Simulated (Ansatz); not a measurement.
## Si under changes of volume

One of the cells (14.950 Å³/atom); the others are scaled copies at fixed shape and fractional positions:

```
Si
1.0
    -2.37137    2.37137    1.32927
     2.37137   -2.37137    1.32927
     2.37137    2.37137   -1.32927
Si
2
Direct
  0.50000 0.50000 0.00000
  0.25000 0.75000 0.50000
```

This isn't the form of Si at room conditions, which is diamond.

```yaml
Program: Ansatz 0.2.0
Functional: LDA
Potentials_or_basis: all-electron LAPW, scalar-relativistic
Cutoff: 191 eV (chosen from the basis error)
Basis_error_allowed: 0.001 eV/atom
k_mesh: 11 × 11 × 11
Occupations: fermi-dirac, width 0.05 eV
Spin: no spin polarisation
```

```tsv
volume (Å³/atom)	energy over the lowest point (meV/atom)	pressure (GPa)
14.053	16.28	7.2
14.352	5.78	4.2
14.651	0.53	1.5
14.950	0.00	-0.9
15.249	3.68	-3.0
15.548	11.06	-4.9
15.847	?	?
```

Problem. What does the run at 15.847 Å³/atom give?

Solution. Energy over the lowest point 21.81 meV/atom; pressure -6.6 GPa.

Worked out: A Birch-Murnaghan fit of order 3 (a polynomial in V^(-2/3)) to the other rows has its minimum at 14.83 Å³/atom with B0 = V·E''(V) = 116 GPa and B' = 4.7 at fixed shape and positions, which overstates the stiffness. It gives 21.79 meV/atom at 15.847 Å³/atom, against the run's 21.81, and -dE/dV = -6.6 GPa, against -6.6.

Energies are extrapolated to zero smearing.
